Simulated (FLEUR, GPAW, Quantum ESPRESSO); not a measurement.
# Pb: programs and potentials compared

```xyz
1
Lattice="0.0000 2.4750 2.4750 2.4750 0.0000 2.4750 2.4750 2.4750 0.0000" Properties=species:S:1:pos:R:3 pbc="T T T"
Pb    0.0000    0.0000    0.0000
```

Alike in all runs: task equation of state; functional WC; k mesh 9 × 9 × 9; occupations fermi-dirac, width 0.05 eV; no spin polarisation; no spin-orbit coupling.

| program and potentials | plane-wave cutoff (eV) | notes | equilibrium volume (Å³/atom) | bulk modulus (GPa) |
| --- | --- | --- | --- | --- |
| GPAW, PAW data sets generated for this functional | 600 | - | 29.86 | 50.4 |
| Quantum ESPRESSO, PseudoDojo 0.4.1 SR PBE standard | 762 | potentials made for PBE | 30.03 | 49.6 |
| FLEUR, all-electron, FLAPW | - | - | 30.03 | 49.2 |

The equilibrium volume spans 29.86 (GPAW, PAW data sets generated for this functional) to 30.03 Å³/atom (Quantum ESPRESSO, PseudoDojo 0.4.1 SR PBE standard), with all-electron results at 30.03. The bulk modulus spans 49.2 (FLEUR, all-electron, FLAPW) to 50.4 GPa (GPAW, PAW data sets generated for this functional), with all-electron results at 49.2. For a metal such a mesh isn't converged, which the comparison doesn't need.

Differences between rows come from potentials, basis sets and numerical settings, since the functional is the same but for its coding. Runs on potential files found faulty are left out.

The three programs describe nearly the same equation of state for lead. Quantum ESPRESSO reproduces the all-electron volume of 30.03 Å³/atom to the printed precision, although its potentials were made for PBE, so the mismatch of functional in the core does no visible harm to the volume here, unless errors cancel. GPAW, whose data sets do match the functional, gives a slightly smaller volume and the stiffest lattice. Its offset probably comes from the construction of the data set, such as the treatment of the 5d shell, or from remaining basis error.

Lead is soft because its 6s pair lies deep and contributes little to cohesion, leaving the bonding mainly to the 6p electrons. The energy curve is therefore shallow, and small errors that vary with volume can shift its minimum noticeably. The bulk modulus, which depends on curvature, still separates the two runs that share a volume. Close agreement here doesn't establish accuracy for real lead, where spin-orbit coupling splits the 6p states and weakens the bonding.
